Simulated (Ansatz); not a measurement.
**P: energy along a strain**

P, Cmce, a = 3.323 Å, b = 10.192 Å, c = 4.167 Å. Ansatz: PBE+D3(BJ), PAW, 420 eV, Γ-centred 16×16×12 mesh on 4 atoms, Gaussian smearing 0.15 eV; no spin polarisation. Cell vectors (Å): 1.661 -5.096 0.000; 1.661 5.096 0.000; 0.000 0.000 4.167. The cell is strained by x per cent times the pattern (1 1 0 0 0 0) in the order xx yy zz yz xz xy (engineering shears), with fractional coordinates held. y is the free energy over the start, V0 = 17.637 Å³/atom.

| x (%) | y (meV/atom) |
| --- | --- |
| -2.00 | 10.50 |
| -1.50 | 5.84 |
| -1.00 | 2.57 |
| -0.50 | 0.64 |
| 0.00 | 0.00 |
| 0.50 | 0.61 |
| 1.00 | 2.43 |
| 1.50 | 5.40 |
| 1.75 | ? |
| 2.00 | 9.49 |

Problem. Fit y = c2 x² + c3 x³ to the other rows, get the stiffness along the pattern, and predict the missing energy.

Solution. Least squares on the rows shown. y = 2.499 x² − 0.06353 x³. The clamped-ion stiffness p·C·p = 2 × 24.99 eV × 160.2 / 17.637 Å³ = 454 GPa. At x = 1.75 the fit asked for gives 7.31 meV/atom. The run gave 7.31 meV/atom, the same to the digits shown.

Cost: 10 runs of about 2.4 core-minutes in all, on Intel Xeon 6975P-C (Granite Rapids) (shared hosts).

The energy rises almost parabolically about the starting cell, and compression costs slightly more than equal extension at every pair of strains. This is the usual anharmonicity of a bonded solid: repulsion between closed shells and between bond pairs steepens on shortening, while the attraction weakens on stretching.

The pattern strains black phosphorus along the zigzag direction of its puckered layers and along the stacking axis. A stiffness of 454 GPa is surprisingly large for a crystal whose layers are held together mainly by dispersion and weak interlayer overlap. The likely reason is that the homogeneous deformation changes the thickness of each layer as well as the gap between layers, so strong covalent P–P bonds are forced to stretch and bend. With internal relaxation, the soft gap would take up most of the stacking strain and the response should be markedly softer. The value therefore mostly reflects the covalent framework, not the ease of compressing the layers together, and a single combined strain can't separate the two axial stiffnesses from their coupling.
